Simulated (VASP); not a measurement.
# BaTiO3: what each functional gives, and what it costs, part 5 of 8

Aim: the band gap of BaTiO3 at many levels of theory on one cell, with the cost of each. Left out of this account: 1 further run (bands with TB-mBJ + SOC: it diverged and was aborted). The start is a cell from a database of measured crystal structures.

VASP 6.6.1, plane waves and PAW; the level of theory is named at each step.

So far, least gap on mesh and path (eV): step 2 (bands, level LDA, k 4×4×4) 1.69; step 4 (bands, level PBE, k 4×4×4) 1.79; step 5 (bands, level r2SCAN, k 4×4×4) 2.19; step 7 (bands, level BLYP, k 4×4×4) 1.81; step 8 (bands, level SCAN, k 4×4×4) 2.19.

## (10) Bands with HSE06, k 4×4×4

This step: HSE06; plane waves and PAW (Ba_sv, Ti_sv, O) (VASP 6.6.1).

HSE06 mixes in a quarter of exact exchange at short range, at far higher cost; in semiconductors this cures much of the gap error, while metals seldom gain.

Input file INCAR:

```
SYSTEM = BaTiO3
PREC = Accurate
ENCUT = 520
EDIFF = 1E-06
NELM = 100
ISMEAR = 0
SIGMA = 0.02
LREAL = .FALSE.
ALGO = Normal
LHFCALC = .TRUE.
AEXX = 0.25
GGA = PE
HFSCREEN = 0.2
LASPH = .TRUE.
NBANDS = 26
PRECFOCK = Fast
LORBIT = 11
LWAVE = .FALSE.
LCHARG = .FALSE.
KPAR = 8
```

Input file POSCAR:

```
BaTiO3
1.0
    3.9904800000      0.0000000000      0.0000000000
    0.0000000000      3.9904800000      0.0000000000
    0.0000000000      0.0000000000      4.0230300000
Ba Ti O
1 1 3
Direct
    0.0000000000      0.0000000000      0.0000000000
    0.5000000000      0.5000000000      0.5220000000
    0.5000000000      0.5000000000      0.9790000000
    0.5000000000      0.0000000000      0.4880000000
    0.0000000000      0.5000000000      0.4880000000
```

Input file KPOINTS:

```
Automatic mesh
0
Gamma
4 4 4
0 0 0
```

Input file KPOINTS_OPT:

```
Line mode
6
Line-mode
Reciprocal
  0.00000000   0.00000000   0.00000000 GAMMA
  0.00000000   0.50000000   0.00000000 X

  0.00000000   0.50000000   0.00000000 X
  0.50000000   0.50000000   0.00000000 M

  0.50000000   0.50000000   0.00000000 M
  0.00000000   0.00000000   0.00000000 GAMMA

  0.00000000   0.00000000   0.00000000 GAMMA
  0.00000000   0.00000000   0.50000000 Z

  0.00000000   0.00000000   0.50000000 Z
  0.00000000   0.50000000   0.50000000 R

  0.00000000   0.50000000   0.50000000 R
  0.50000000   0.50000000   0.50000000 A

  0.50000000   0.50000000   0.50000000 A
  0.00000000   0.00000000   0.50000000 Z

  0.00000000   0.50000000   0.00000000 X
  0.00000000   0.50000000   0.50000000 R

  0.50000000   0.50000000   0.00000000 M
  0.50000000   0.50000000   0.50000000 A
```

Potentials, in the order of the species: Ba_sv, Ti_sv and O (PBE family, release 64).

The run starts from files that an earlier step left in the folder.

Launch:

```
> mpirun -np 8 vasp_std
```

Numbers of over 12 decimals in the logs are rounded to 6 here.

The program printed:

```text
[banner, memory and clock lines left out]
running    8 mpi-ranks, on    1 nodes
[...]
[... a notice as in an earlier step ...]

 LDA part: xc-table for (Slater+PW92), standard interpolation
 found WAVECAR, reading the header
 POSCAR, INCAR and KPOINTS ok, starting setup
[...]
reading WAVECAR
 the WAVECAR file was read successfully
 initial charge from wavefunction
 entering main loop
       N       E                     dE             d eps       ncg     rms          rms(c)
DAV:   1    -0.486873124318E+02   -0.48687E+02   -0.19331E+00  1064   0.124E+01    0.342E+00
DAV:   2    -0.484967827260E+02    0.19053E+00   -0.55378E-01  1090   0.963E+00    0.825E-01
DAV:   3    -0.485222146965E+02   -0.25432E-01   -0.61798E-02  1340   0.177E+00    0.772E-01
DAV:   4    -0.485160994562E+02    0.61152E-02   -0.27243E-02  1236   0.167E+00    0.341E-01
[...]
DAV:  10    -0.485167716025E+02   -0.17487E-05   -0.31434E-06   982   0.134E-02    0.146E-02
DAV:  11    -0.485167729032E+02   -0.13007E-05   -0.75840E-07   558   0.828E-03    0.916E-03
DAV:  12    -0.485167735537E+02   -0.65048E-06   -0.43514E-07   522   0.559E-03
   1 F= -.48516774E+02 E0= -.48516774E+02  d E =-.211123E-27
 Start KPOINTS_OPT (optional k-point list driver)
k-point batch [1-18\54]
       N       E                     dE             ncg
DAV:   1     0.761748178371E+03   -0.13898E+05      936
DAV:   2    -0.730986942429E+04   -0.80716E+04     1000
DAV:   3    -0.853844900650E+04   -0.12286E+04     1364
DAV:   4    -0.866419676541E+04   -0.12575E+03     1194
[...]
DAV:   8    -0.866948355489E+04   -0.56808E-04     1156
DAV:   9    -0.866948355605E+04   -0.11572E-05      844
DAV:  10    -0.866948355613E+04   -0.79195E-07      674
[...]
k-point batch [37-54\54]
       N       E                     dE             ncg
DAV:   1     0.805752674362E+03   -0.22687E+05      936
DAV:   2    -0.739946807411E+04   -0.82052E+04     1002
DAV:   3    -0.865512401913E+04   -0.12557E+04     1418
DAV:   4    -0.877090851474E+04   -0.11578E+03     1224
DAV:   5    -0.877532578634E+04   -0.44173E+01     1376
DAV:   6    -0.877543282015E+04   -0.10703E+00     1260
DAV:   7    -0.877543469785E+04   -0.18777E-02     1386
DAV:   8    -0.877543472810E+04   -0.30247E-04     1166
DAV:   9    -0.877543472875E+04   -0.64928E-06      822
```

It took 5.1 min on 8 MPI ranks of Intel Xeon 6975P-C (Granite Rapids), shared host; peak memory 2.9 GiB.

OUTCAR, selected parts (step 10):

```text
 POSITION                                       TOTAL-FORCE (eV/Angst)
 -----------------------------------------------------------------------------------
      0.00000      0.00000      0.00000        -0.000000      0.000000      0.145367
      1.99524      1.99524      2.10002        -0.000000      0.000000      0.033513
      1.99524      1.99524      3.93855        -0.000000      0.000000     -0.305597
      1.99524      0.00000      1.96324        -0.000000      0.000000      0.063358
      0.00000      1.99524      1.96324         0.000000      0.000000      0.063358
 -----------------------------------------------------------------------------------
    total drift:                               -0.000006      0.000005      0.009057

  FREE ENERGIE OF THE ION-ELECTRON SYSTEM (eV)
  ---------------------------------------------------
  free  energy   TOTEN  =       -48.5167735537 eV

  energy  without entropy=      -48.5167735537  energy(sigma->0) =      -48.51677355

[... 1 part as in an earlier step ...]

[... 2 further parts left out ...]
[key lines of the parts left out:]
E-fermi :   3.0277
```

Electronic bands along the path, in eV, zero at the valence-band top; v1 is the highest filled band, c1 the lowest empty one:

| point | v4 | v3 | v2 | v1 | c1 | c2 | c3 | c4 |
| --- | --- | --- | --- | --- | --- | --- | --- | --- |
| Γ | -1.27 | -0.48 | -0.36 | -0.36 | 3.24 | 3.60 | 3.60 | 5.46 |
| 0.40 of the way | -1.50 | -1.12 | -0.70 | -0.60 | 3.64 | 3.98 | 4.04 | 5.61 |
| X | -1.95 | -1.77 | -1.20 | -1.07 | 3.76 | 5.15 | 5.20 | 5.58 |
| 0.60 of the way | -1.88 | -1.50 | -1.26 | -0.37 | 4.60 | 5.22 | 5.43 | 6.21 |
| M | -2.06 | -1.17 | -1.17 | -0.09 | 5.23 | 5.23 | 5.70 | 6.17 |
| 0.40 of the way | -2.10 | -1.25 | -1.23 | -0.45 | 4.47 | 4.70 | 5.02 | 6.24 |
| Γ | -1.27 | -0.48 | -0.36 | -0.36 | 3.24 | 3.60 | 3.60 | 5.46 |
| 0.40 of the way | -1.58 | -1.18 | -0.51 | -0.51 | 3.30 | 4.21 | 4.21 | 5.46 |
| Z | -2.14 | -2.09 | -0.76 | -0.76 | 3.42 | 5.25 | 5.25 | 5.46 |
| 0.60 of the way | -1.57 | -1.38 | -1.15 | -0.55 | 4.62 | 5.27 | 5.39 | 6.29 |
| R | -1.95 | -1.00 | -0.96 | -0.28 | 5.18 | 5.27 | 5.66 | 6.39 |
| 0.60 of the way | -2.62 | -0.54 | -0.41 | -0.22 | 5.63 | 5.64 | 5.84 | 8.08 |
| A | -2.58 | -0.19 | -0.19 | 0.00 | 5.93 | 5.93 | 5.95 | 8.03 |
| 0.40 of the way | -2.49 | -0.74 | -0.63 | -0.50 | 5.25 | 5.54 | 5.57 | 8.07 |
| Z | -2.14 | -2.09 | -0.76 | -0.76 | 3.42 | 5.25 | 5.25 | 5.46 |
| jump to X | -1.95 | -1.77 | -1.20 | -1.07 | 3.76 | 5.15 | 5.20 | 5.58 |
| 0.40 of the way | -1.69 | -1.50 | -1.34 | -0.89 | 4.30 | 5.16 | 5.28 | 6.11 |
| R | -1.95 | -1.00 | -0.96 | -0.28 | 5.18 | 5.27 | 5.66 | 6.39 |
| jump to M | -2.06 | -1.17 | -1.17 | -0.09 | 5.23 | 5.23 | 5.70 | 6.17 |
| 0.40 of the way | -2.79 | -0.91 | -0.91 | -0.06 | 5.45 | 5.45 | 5.79 | 7.23 |
| A | -2.58 | -0.19 | -0.19 | 0.00 | 5.93 | 5.93 | 5.95 | 8.03 |

The largest weight of each band there:

| point | v4 | v3 | v2 | v1 | c1 | c2 | c3 | c4 |
| --- | --- | --- | --- | --- | --- | --- | --- | --- |
| Γ | O 0.99 | O 0.88 | O 0.91 | O 0.91 | Ti 0.96 | Ti 0.89 | Ti 0.89 | Ti 0.95 |
| X | O 0.74 | O 0.82 | O 0.86 | O 0.89 | Ti 0.93 | Ti 0.83 | Ti 0.83 | Ti 0.93 |
| M | O 0.84 | O 0.87 | O 0.87 | O 0.98 | Ti 0.84 | Ti 0.84 | Ti 0.87 | Ti 0.90 |
| Γ | O 0.99 | O 0.88 | O 0.91 | O 0.91 | Ti 0.96 | Ti 0.89 | Ti 0.89 | Ti 0.95 |
| Z | O 0.92 | O 0.88 | O 0.93 | O 0.93 | Ti 1.00 | Ti 0.83 | Ti 0.83 | Ti 0.95 |
| R | O 0.85 | O 0.87 | O 0.88 | O 0.98 | Ti 0.84 | Ti 0.84 | Ti 0.87 | Ti 0.88 |

The gap is 3.24 eV, indirect, from A to Γ. Against LDA that is +1.55 eV; this run took 20 times the core time, on fewer points of the path.

[end of part 5 of 8]

[Lines on the potential files, build, host, timing and source positions are cut from VASP's logs without a mark.]

[Logs are printed without paths, hosts, clocks, repeated set-up lines and the standing remarks that a program may print on its own settings, such as how far it seeks lower states.]

[Hosts, paths, dates, database ids (printed as entryN), source tags and the programs' standing remarks are cut or masked in the printed files.]

[Measured values are set beside computed ones only where the two were judged alike; some that the calculation misses by far are left out.]

[In band tables of VASP the shares of atoms and orbitals are scaled to a sum of 1 inside the atoms' spheres.]
